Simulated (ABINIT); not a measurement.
Runs of ABINIT 10.8.3 (patched build) on Fe. Symmetry: Im-3m, No. 229, cubic system. Conventional cell: a = 2.886 Å, b = 2.886 Å, c = 2.886 Å, α = 90.00°, β = 90.00°, γ = 90.00°. Fe (site symmetry m-3m) has 8 Fe at 2.50 Å as nearest neighbours. 

```tsv
task	level	potentials or basis	k mesh	cutoff (eV)	fine-grid cutoff	most SCF steps	thinning of the exchange mesh (fockdownsampling)	mesh quality	gap on the mesh (eV)	pressure (GPa)	moment (μB)
band structure	LDA	JTH PAW PBE v2.0	13 × 13 × 13	844	1442.2 eV	-	-	not flagged	none	(b)	2.22
single point	PBEsol	PseudoDojo NC SR PBEsol v0.4.1 standard	13 × 13 × 13	1225	-	-	-	not flagged	none	(a)	2.38
band structure	LDA	JTH PAW LDA v2.0	13 × 13 × 13	463	925.187 eV	-	-	not flagged	none	-	2.20
single point	PBEsol	JTH PAW PBE v2.0	17 × 17 × 17	463	925.187 eV	-	-	not flagged	none	-	2.28
single point	PBE	JTH PAW PBE v2.0	10 × 10 × 10	707	1306.15 eV	-	-	not flagged	none	-12.0	2.17
band structure	SOGGA	JTH PAW PBE v2.0	13 × 13 × 13	707	1306.15 eV	-	-	not flagged	none	-19.5	2.29
single point	r2SCAN	JTH PAW PBE v2.0	8 × 8 × 8	544	1088.46 eV	-	-	coarse	none	-	2.77
band structure	RPBE	JTH PAW PBE v2.0	13 × 13 × 13	707	1306.15 eV	-	-	not flagged	none	-4.4	2.31
single point	LDA	JTH PAW LDA v2.0	17 × 17 × 17	463	925.187 eV	-	-	not flagged	none	-	2.24
band structure	AM05	JTH PAW PBE v2.0	13 × 13 × 13	844	1442.2 eV	-	-	not flagged	none	-18.0	2.34
band structure	RPBE	JTH PAW PBE v2.0	13 × 13 × 13	844	1442.2 eV	-	-	not flagged	none	-4.9	2.31
single point	PBE0	PseudoDojo NC SR PBE v0.4.1 standard	6 × 6 × 6	1116	-	60	2 × 2 × 2	coarse	none	-	2.73
```

Alike in all rows: spin collinear, ferromagnetic start; cell as given; smearing fermi-dirac 0.05 eV.

Problem. Fill in the values left out.

Solution. (a) -15.6; (b) -25.9.

Caveats: some runs use coarse meshes; the PAW data sets were made with another functional, which shifts forces and pressure a little (some runs); so large a pressure means that the cell lies far from this level's equilibrium, or that cutoff or potentials fall short (some runs); the potentials were made for another functional, which shifts forces and pressure (some runs); exact exchange is summed on a coarse mesh, which widens gaps by tenths of an eV (some runs).

A k mesh can miss the band edges.

A gap of «none» marks a metal or a gap under the smearing width.

Not every run made on this cell is shown here.
